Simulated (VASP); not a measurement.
CdS (Greenockite):

```
Cd S
1.0
     4.13146    0.00000    0.00000
    -2.06573    3.57795    0.00000
     0.00000    0.00000    6.72462
Cd S
2 2
Direct
  0.33333 0.66667 0.99932
  0.66667 0.33333 0.49932
  0.33333 0.66667 0.37568
  0.66667 0.33333 0.87568
```

Program: VASP 6.6.1. Alike in all runs: task band structure; no spin polarisation; cell as given; k mesh 9 × 9 × 4; cutoff (eV) 520; smearing gaussian 0.03 eV.

Q: Order these runs on this cell by their band gap on the k mesh, lowest first.
A. level r2SCAN; potentials or basis VASP PAW PBE potentials, release 64 (Cd, S); further INCAR settings ALGO = Normal; EDIFF = 1e-06
B. level LDA; potentials or basis VASP PAW LDA potentials, release 64 (Cd, S); further INCAR settings ALGO = Fast; EDIFF = 1e-06
C. level TB-mBJ; potentials or basis VASP PAW PBE potentials, release 64 (Cd, S); further INCAR settings ALGO = Normal; EDIFF = 1e-06

A: B (0.96 eV), A (1.68 eV), C (2.73 eV).

Runs at the PBE level aren't shown here.
